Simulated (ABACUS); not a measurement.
# Cr (Im-3m) in ABACUS: relaxation of cell and atoms with r2SCAN

Aim: the relaxation of cell and atoms of Cr with r2SCAN.

Program: ABACUS 3.10.1. These are calculated values, not measurements. Logs are shortened: lines on timing, memory, paths and dates and some standing lists are left out, and cuts for length are marked.

**1. Starting point**

The structure is cubic, space group Im-3m (No. 229). Conventional cell: a = 2.969 Å, b = 2.969 Å, c = 2.969 Å, α = 90.00°, β = 90.00°, γ = 90.00°. Around Cr (site symmetry m-3m) lie 8 Cr at 2.57 Å.

**2. Relaxation of cell and atoms, r2SCAN, collinear spin, ferromagnetic start**

run_abacus.py reads:

```python
"""ABACUS run from a structure file: ASE reads it, the script writes STRU, KPT and INPUT."""
import re
import subprocess
import spglib
from ase import Atoms
from ase.io import read
from ase.units import Bohr

atoms = read("Cr.cif")
cell, frac, numbers = spglib.standardize_cell((atoms.cell[:], atoms.get_scaled_positions(), atoms.numbers), to_primitive=True, symprec=1e-4)
atoms = Atoms(numbers=numbers, cell=cell, scaled_positions=frac, pbc=True)  # the primitive cell
atoms = atoms[(-atoms.numbers).argsort(kind="stable")]  # ABACUS lists atoms element by element
pseudo = {'Cr': 'Cr_ONCV_PBE-1.2.upf'}
orbital = {'Cr': 'Cr_confined-atom_7au_3s2p2d1f.orb'}
magmoms = [3.0]
kmesh = [9, 9, 9]
params = {
    'suffix': 'Cr',
    'calculation': 'cell-relax',
    'basis_type': 'lcao',
    'pseudo_dir': './',
    'orbital_dir': './',
    'symmetry': 1,
    'dft_functional': 'MGGA_X_R2SCAN+MGGA_C_R2SCAN',
    'ecutwfc': 100,
    'pseudo_rcut': 10,
    'nspin': 2,
    'nbands': 13,
    'ks_solver': 'genelpa',
    'smearing_method': 'fd',
    'smearing_sigma': 0.00367493,
    'scf_thr': 1e-07,
    'scf_nmax': 100,
    'mixing_type': 'broyden',
    'mixing_beta': 0.4,
    'cal_force': 1,
    'cal_stress': 1,
    'mixing_tau': 1,
    'out_mul': 1,
    'relax_nmax': 60,
    'force_thr_ev': 0.01,
    'relax_method': 'cg',
    'out_stru': 1,
    'stress_thr': 1,
}

symbols = atoms.get_chemical_symbols()
elements = list(dict.fromkeys(symbols))
lines = ["ATOMIC_SPECIES"] + [f"{e} {atoms.get_masses()[symbols.index(e)]:.4f} {pseudo[e]}" for e in elements]
if orbital:
    lines += ["", "NUMERICAL_ORBITAL"] + [orbital[e] for e in elements]
lines += ["", "LATTICE_CONSTANT", f"{1 / Bohr:.10f}", "", "LATTICE_VECTORS"]
lines += [" ".join(f"{x:.10f}" for x in v) for v in atoms.cell]
lines += ["", "ATOMIC_POSITIONS", "Direct"]
for e in elements:
    lines += ["", e, "0.0", str(symbols.count(e))]
    for i, p in enumerate(atoms.get_scaled_positions(wrap=False)):
        if symbols[i] == e:
            mag = "" if magmoms is None else " mag " + " ".join(str(x) for x in (magmoms[i] if isinstance(magmoms[i], list) else [magmoms[i]]))
            lines.append(" ".join(f"{x:.10f}" for x in p) + " 1 1 1" + mag)
open("STRU", "w").write("\n".join(lines) + "\n")
open("KPT", "w").write("K_POINTS\n0\nGamma\n%d %d %d 0 0 0\n" % tuple(kmesh))
open("INPUT", "w").write("INPUT_PARAMETERS\n" + "".join(f"{k:<20s}{v}\n" for k, v in params.items()))

done = subprocess.run(['mpirun', '-np', '4', 'abacus'])
if done.returncode:
    raise SystemExit(done.returncode)
log = open("OUT.Cr/running_cell-relax.log").read()
print("final energy (eV):", re.findall(r"FINAL_ETOT_IS (\S+)", log))
```

Cr.cif reads:

```cif
data_Cr
_cell_length_a 2.96889936
_cell_length_b 2.96889936
_cell_length_c 2.96889936
_cell_angle_alpha 90.00000000
_cell_angle_beta 90.00000000
_cell_angle_gamma 90.00000000
_space_group_name_H-M_alt 'Im-3m'
_space_group_name_Hall '-I 4 2 3'
_space_group_IT_number 229
loop_
_space_group_symop_operation_xyz
'x,y,z'
'-x,-y,-z'
'-y,x,z'
'y,-x,-z'
'-x,-y,z'
'x,y,-z'
'y,-x,z'
'-y,x,-z'
'x,-y,-z'
'-x,y,z'
'-y,-x,-z'
'y,x,z'
'-x,y,-z'
'x,-y,z'
'y,x,-z'
'-y,-x,z'
'z,x,y'
'-z,-x,-y'
'z,-y,x'
'-z,y,-x'
'z,-x,-y'
'-z,x,y'
'z,y,-x'
'-z,-y,x'
'-z,x,-y'
'z,-x,y'
'-z,-y,-x'
'z,y,x'
'-z,-x,y'
'z,x,-y'
'-z,y,x'
'z,-y,-x'
'y,z,x'
'-y,-z,-x'
'x,z,-y'
'-x,-z,y'
'-y,z,-x'
'y,-z,x'
'-x,z,y'
'x,-z,-y'
'-y,-z,x'
'y,z,-x'
'-x,-z,-y'
'x,z,y'
'y,-z,-x'
'-y,z,x'
'x,-z,y'
'-x,z,-y'
'x+1/2,y+1/2,z+1/2'
'-x+1/2,-y+1/2,-z+1/2'
'-y+1/2,x+1/2,z+1/2'
'y+1/2,-x+1/2,-z+1/2'
'-x+1/2,-y+1/2,z+1/2'
'x+1/2,y+1/2,-z+1/2'
'y+1/2,-x+1/2,z+1/2'
'-y+1/2,x+1/2,-z+1/2'
'x+1/2,-y+1/2,-z+1/2'
'-x+1/2,y+1/2,z+1/2'
'-y+1/2,-x+1/2,-z+1/2'
'y+1/2,x+1/2,z+1/2'
'-x+1/2,y+1/2,-z+1/2'
'x+1/2,-y+1/2,z+1/2'
'y+1/2,x+1/2,-z+1/2'
'-y+1/2,-x+1/2,z+1/2'
'z+1/2,x+1/2,y+1/2'
'-z+1/2,-x+1/2,-y+1/2'
'z+1/2,-y+1/2,x+1/2'
'-z+1/2,y+1/2,-x+1/2'
'z+1/2,-x+1/2,-y+1/2'
'-z+1/2,x+1/2,y+1/2'
'z+1/2,y+1/2,-x+1/2'
'-z+1/2,-y+1/2,x+1/2'
'-z+1/2,x+1/2,-y+1/2'
'z+1/2,-x+1/2,y+1/2'
'-z+1/2,-y+1/2,-x+1/2'
'z+1/2,y+1/2,x+1/2'
'-z+1/2,-x+1/2,y+1/2'
'z+1/2,x+1/2,-y+1/2'
'-z+1/2,y+1/2,x+1/2'
'z+1/2,-y+1/2,-x+1/2'
'y+1/2,z+1/2,x+1/2'
'-y+1/2,-z+1/2,-x+1/2'
'x+1/2,z+1/2,-y+1/2'
'-x+1/2,-z+1/2,y+1/2'
'-y+1/2,z+1/2,-x+1/2'
'y+1/2,-z+1/2,x+1/2'
'-x+1/2,z+1/2,y+1/2'
'x+1/2,-z+1/2,-y+1/2'
'-y+1/2,-z+1/2,x+1/2'
'y+1/2,z+1/2,-x+1/2'
'-x+1/2,-z+1/2,-y+1/2'
'x+1/2,z+1/2,y+1/2'
'y+1/2,-z+1/2,-x+1/2'
'-y+1/2,z+1/2,x+1/2'
'x+1/2,-z+1/2,y+1/2'
'-x+1/2,z+1/2,-y+1/2'
loop_
_atom_site_label
_atom_site_type_symbol
_atom_site_symmetry_multiplicity
_atom_site_Wyckoff_symbol
_atom_site_fract_x
_atom_site_fract_y
_atom_site_fract_z
_atom_site_occupancy
Cr1 Cr 2 a 0.0000000000 0.0000000000 0.0000000000 1
```

Potentials or basis: SG15 ONCV 1.2 PBE, DZP LCAO (the cutoffs set its grid).

Started as:

```bash
OMP_NUM_THREADS=1 python run_abacus.py > log
```

running log:

```text
ABACUS v3.10.1

               Atomic-orbital Based Ab-initio Computation at UStc

 ------------------------------------------------------------------------------------

 READING GENERAL INFORMATION
                           global_out_dir = OUT.Cr/
                           global_in_card = INPUT
                               pseudo_dir = ./
                              orbital_dir = ./
                                    DSIZE = 4
                                    GSIZE = 1

 READING UNITCELL INFORMATION
                                    ntype = 1
                  lattice constant (Bohr) = 1.88973
              lattice constant (Angstrom) = 1

 READING ATOM TYPE 1
                               atom label = Cr
                      L=0, number of zeta = 3
                      L=1, number of zeta = 2
                      L=2, number of zeta = 2
                      L=3, number of zeta = 1
             number of atom for this type = 1
               magnetization of element 1 = 3

                        TOTAL ATOM NUMBER = 1
DIRECT COORDINATES
    atom                   x                   y                   z     mag                  vx                  vy                  vz
taud_Cr1            0.0000000000        0.0000000000        0.0000000000  3.0000        0.0000000000        0.0000000000        0.0000000000

                          Volume (Bohr^3) = 88.2984
                             Volume (A^3) = 13.0845

 Lattice vectors: (Cartesian coordinate: in unit of a_0)
             -1.48445            +1.48445            +1.48445
             +1.48445            -1.48445            +1.48445
             +1.48445            +1.48445            -1.48445
 Reciprocal vectors: (Cartesian coordinate: in unit of 2 pi/a_0)
                   +0           +0.336825           +0.336825
            +0.336825                  +0           +0.336825
            +0.336825           +0.336825                  +0
 The esolver type has been set to : ksdft_lcao

                PAO radial cut off (Bohr) = 10

 Read in pseudopotential file is Cr_ONCV_PBE-1.2.upf
                     pseudopotential type = NC
          exchange-correlation functional = PBE
                 nonlocal core correction = 0
                        valence electrons = 14
                                     lmax = 2
                           number of zeta = 0
                     number of projectors = 6
                           L of projector = 0
                           L of projector = 0
                           L of projector = 1
                           L of projector = 1
                           L of projector = 2
                           L of projector = 2
 XC functional updated to : MGGA_X_R2SCAN+MGGA_C_R2SCAN
          exchange-correlation functional = MGGA_X_R2SCAN+MGGA_C_R2SCAN
     initial pseudo atomic orbital number = 0
 The readin total magnetization is 3

 SETUP THE ELECTRONS NUMBER
            electron number of element Cr = 14
      total electron number of element Cr = 14
            AUTOSET number of electrons:  = 14
                           occupied bands = 7
                                   NLOCAL = 26
                                   NBANDS = 13
                                   NBANDS = 13
                                   NLOCAL = 26

%%%%%%%%%%%%%%%%%%%%%%%%%%%%%%%%%%%%%%%%%%%%%%%%%%%%%%%%%%%%%%%%%%%%%%%%%%%%%%%%%%%%%%%%%%%%%%%%%%%%%%%%%%
 Warning: the number of valence electrons in pseudopotential > 6 for Cr: [Ar] 3d5 4s1
 Pseudopotentials with additional electrons can yield (more) accurate outcomes, but may be less efficient.
 If you're confident that your chosen pseudopotential is appropriate, you can safely ignore this warning.
[... 40 lines left out ...]
                       right hand lattice = 1
                                   NORM_A = 2.57114
                                   NORM_B = 2.57114
                                   NORM_C = 2.57114
                           ALPHA (DEGREE) = 109.471
                           BETA  (DEGREE) = 109.471
                           GAMMA (DEGREE) = 109.471

 The lattice vectors have been changed (STRU_SIMPLE.cif)

(for optimal symmetric configuration:)
                             BRAVAIS TYPE = 2
                     BRAVAIS LATTICE NAME = 02. Cubic I (body-centered)
                                    ibrav = 2
                                    IBRAV = 2
                                  BRAVAIS = BODY CENTERED CUBIC
                       LATTICE CONSTANT A = 2.9689
Original cell was already a primitive cell.
                        ROTATION MATRICES = 48
              PURE POINT GROUP OPERATIONS = 48
                   SPACE GROUP OPERATIONS = 48
                              POINT GROUP = O_h
               POINT GROUP IN SPACE GROUP = O_h

 SETUP K-POINTS
                                    nspin = 2
                   Input type of k points = Monkhorst-Pack(Gamma)
                                   nkstot = 729
                       right hand lattice = 1
(for reciprocal lattice: )
                             BRAVAIS TYPE = 3
                     BRAVAIS LATTICE NAME = 03. Cubic F (face-centered)
                                    ibrav = 3
                       right hand lattice = 1
(for k-lattice: )
                             BRAVAIS TYPE = 3
                     BRAVAIS LATTICE NAME = 03. Cubic F (face-centered)
                                    ibrav = 3
                       right hand lattice = 1
                        ROTATION MATRICES = 48
                               nkstot_ibz = 35
K-POINTS REDUCTION ACCORDING TO SYMMETRY
     IBZ    DIRECT_X    DIRECT_Y    DIRECT_Z  WEIGHT  ibz2bz
       1  0.00000000  0.00000000  0.00000000  0.0014       0
       2 -0.11111111  0.11111111  0.00000000  0.0165       1
       3 -0.22222222  0.22222222  0.00000000  0.0165       2
       4 -0.33333333  0.33333333  0.00000000  0.0165       3
       5 -0.44444444  0.44444444  0.00000000  0.0165       4
       6 -0.22222222  0.11111111  0.11111111  0.0329      10
[... 22 lines left out ...]
      29 -0.44444444  0.44444444  0.22222222  0.0329     203
      30 -0.44444444  0.33333333  0.33333333  0.0329     204
[... 5 further k points ...]

                               nkstot now = 35
[... K-POINTS DIRECT COORDINATES: 35 rows ...]

           k-point number in this process = 35
       minimum distributed K point number = 35
[... stars of the k points ...]
                             nks(nspin=2) = 70
                          nkstot(nspin=2) = 70

[... K-POINTS CARTESIAN COORDINATES: 70 rows ...]

[... K-POINTS DIRECT COORDINATES: 70 rows ...]

 SETUP PLANE WAVES FOR WAVE FUNCTIONS
     energy cutoff for wavefunc (unit:Ry) = 100
              fft grid for wave functions = [ 32, 32, 32 ]
                    number of plane waves = 2347
                         number of sticks = 241

 PARALLEL PW FOR WAVE FUNCTIONS
     PROC   COLUMNS(POT)             PW
        1             60            587
        2             60            587
        3             61            587
        4             60            586
 --------------- sum -------------------
        4            241           2347

 SET NONLOCAL PSEUDOPOTENTIAL PROJECTORS
 max number of nonlocal projetors among all species is 6

 -------------------------------------------
 STEP OF RELAXATION : 1
 -------------------------------------------

 SETUP SEARCHING RADIUS FOR PROGRAM TO SEARCH ADJACENT ATOMS
                  longest orb rcut (Bohr) = 7
   longest nonlocal projector rcut (Bohr) = 2.42
                     search radius (Bohr) = 18.8
              searching radius is (Bohr)) = 18.8
         searching radius unit is (Bohr)) = 1.89
                         PeriodicBoundary = 1
                        Radius(unit:lat0) = 9.97
                                   glayer = [ 6, 6, 6 ]
                             glayer_minus = [ 5, 5, 5 ]

Find the coordinate range of the input atom(unit:lat0).
                                  min_tau = [ -22.3, -22.3, -22.3 ]
                                  max_tau = [ 22.3, 22.3, 22.3 ]
                                BoxNumber = [ 11, 11, 11 ]

 SETUP EXTENDED REAL SPACE GRID FOR GRID INTEGRATION
                          real space grid = [ 32, 32, 32 ]
                 big cell numbers in grid = [ 8, 8, 8 ]
             meshcell numbers in big cell = [ 4, 4, 4 ]
                        extended fft grid = [ 15, 15, 15 ]
                dimension of extened grid = [ 39, 39, 39 ]
                            UnitCellTotal = 125
              Atom number in sub-FFT-grid = 1
    Local orbitals number in sub-FFT-grid = 26
                                ParaV.nnr = 51883
                                 init_chg = atomic

 LCAO ALGORITHM --------------- ION=   1  ELEC=   1--------------------------------
          total magnetism (Bohr mag/cell) = 1.81368
       absolute magnetism (Bohr mag/cell) = 1.81368
                        nelec for spin up = 7.90684
                      nelec for spin down = 6.09316
[... 2722 lines left out ...]
 Largest gradient in stress is 0.402843 kbar.
 Threshold is 1.000000 kbar.

 Relaxation is converged!

 --------------------------------------------
 !FINAL_ETOT_IS -2279.3014709001777192 eV
 --------------------------------------------
```

Wall time 12 min (4 MPI ranks of Intel Xeon Platinum 8488C (Sapphire Rapids), shared host); peak memory 0.48 GiB.

What came out:

```yaml
Free_energy: -2279.3015 eV
Relaxed_volume: 11.31 Å³/atom
Relaxed_cell: a = 2.449 Å, b = 2.449 Å, c = 2.449 Å, α = 109.47°, β = 109.47°, γ = 109.47°
Space_group_after_relaxing_to_0.05_Å: Im-3m (No. 229)
Energy_gained_by_relaxing: 194.7 meV/atom
Ionic_steps: 24
Pressure_after_relaxing: 0.0 GPa
Net_moment: 0.00 μB per cell
Absolute_moment: 0.00 μB per cell
```

The path:
```
step  energy change (eV)  largest force (eV/Å)  pressure (GPa)  volume (Å³)
   1              0.0000                0.0000          -30.84        13.08
   2              0.6047                0.0000          122.37         8.74
   3             -0.1929                0.0000           -3.70        11.46
   4             -0.1946                0.0000           -0.96        11.34
   5             -0.1946                0.0000           -0.89        11.34
   6             -0.1946                0.0000           -0.69        11.33
   7             -0.1946                0.0000           -0.68        11.33
   8             -0.1946                0.0000           -0.67        11.33
   9             -0.1946                0.0000           -0.66        11.33
  10             -0.1946                0.0000           -0.64        11.33
  11             -0.1946                0.0000           -0.64        11.33
  12             -0.1946                0.0000           -0.61        11.33
  13             -0.1947                0.0000           -0.59        11.33
  14             -0.1947                0.0000           -0.55        11.33
  15             -0.1947                0.0000           -0.53        11.33
  16             -0.1947                0.0000           -0.47        11.32
  17             -0.1947                0.0000           -0.44        11.32
  18             -0.1947                0.0000           -0.36        11.32
  19             -0.1947                0.0000           -0.33        11.32
  20             -0.1947                0.0000           -0.24        11.31
  21             -0.1947                0.0000           -0.21        11.31
  22             -0.1947                0.0000           -0.13        11.31
  23             -0.1947                0.0000           -0.11        11.31
  24             -0.1947                0.0000           -0.04        11.31
```

Final structure:
```yaml
crystal:
  lattice:
    - [-1.41391, 1.41391, 1.41391]
    - [1.41391, -1.41391, 1.41391]
    - [1.41391, 1.41391, -1.41391]
  atoms:
    - { symbol: Cr, position: [0.00000, 0.00000, 0.00000] }
```

Caveat: the atomic orbitals were generated for these runs and aren't a published set; the starting moments collapsed, and a magnetic state may lie lower; the potentials were made for another functional, which shifts forces and pressure; the basis of atomic orbitals isn't converged, which shifts pressures, moduli and gaps.
